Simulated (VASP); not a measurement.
MoS2, 6 atoms in the cell. It takes space group P6_3/mmc (No. 194, hexagonal). Conventional cell: a = 3.169 Å, b = 3.169 Å, c = 12.940 Å, α = 90.00°, β = 90.00°, γ = 120.00°. Mo (site symmetry -6m2) has 6 S at 2.41 Å as nearest neighbours. S (site symmetry 3m) is surrounded by 3 Mo at 2.41 Å. 

| Item | Value |
| --- | --- |
| Program | VASP 6.6.1 |
| Task | relaxation of the atoms |
| Functional | PBE |
| Dispersion | D3(BJ) |
| Potentials or basis | VASP PAW PBE potentials, release 64 (Mo_sv, S) |
| Cutoff | 520 eV |
| k mesh | 12 × 12 × 3 |
| Occupations | gaussian, width 0.05 eV |
| Spin | no spin polarisation |
| Further INCAR settings | ALGO = Normal; EDIFF = 1e-06; IBRION = 2; EDIFFG = -0.02; NSW = 40 |

Potentials or basis: VASP PAW PBE potentials, release 64 (Mo_sv, S).

Run with:

```bash
$ cat potpaw_PBE.64/Mo_sv/POTCAR potpaw_PBE.64/S/POTCAR > POTCAR
$ mpirun -np 2 vasp_std > vasp.out
```

Hardware: 2 MPI ranks on Intel(R) Xeon(R) 6975P-C (Granite Rapids), with other jobs on the host.

Task: Estimate the wall time of this run.

Result: It took 39 s on 2 MPI ranks on Intel(R) Xeon(R) 6975P-C (Granite Rapids) (shared host), peak memory 0.27 GiB a rank. Counts: scf iterations 16, k points 38, ion steps 1.
